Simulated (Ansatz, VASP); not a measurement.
CdTe: VASP beside Ansatz

```
CELL_PARAMETERS angstrom
3.19840 3.19840 0.00000
-3.19840 3.19840 0.00000
0.00000 3.19840 3.19840
ATOMIC_POSITIONS crystal
Cd 0.00000 0.00000 0.00000
Te 0.75000 0.25000 0.50000
```

Alike in both runs: functional PBEsol; k mesh 6 × 6 × 6; no spin polarisation.

Ansatz relaxed the structure, and its values are those at the end. VASP's run is a single point on that final structure, the one shown.

```csv
,VASP,Ansatz
version,VASP 6.6.1,Ansatz 0.2.0
potentials or method,"VASP PAW PBE potentials, release 64 (Cd, Te)","PAW with Ansatz's default frozen-core files, scalar-relativistic"
plane-wave cutoff (eV),520,420
occupations,"gaussian, width 0.01 eV",fixed
valence electrons in the cell,18,36
```

VASP gave:

| Quantity | Value |
| --- | --- |
| gap on the k mesh at the Fermi level (eV) | 0.78 |
| pressure (GPa) | 2.2 |

**Question.** What did Ansatz give for the same quantities?

**Answer.** gap on the k mesh at the Fermi level (eV): 0.77; pressure (GPa): 2.0.

The two sets of potentials don't hold the same shells in valence.

Caveats: the PAW data sets were made with another functional, which shifts forces and pressure a little (VASP); spin-orbit coupling is left out, which moves the levels of the heavy elements.
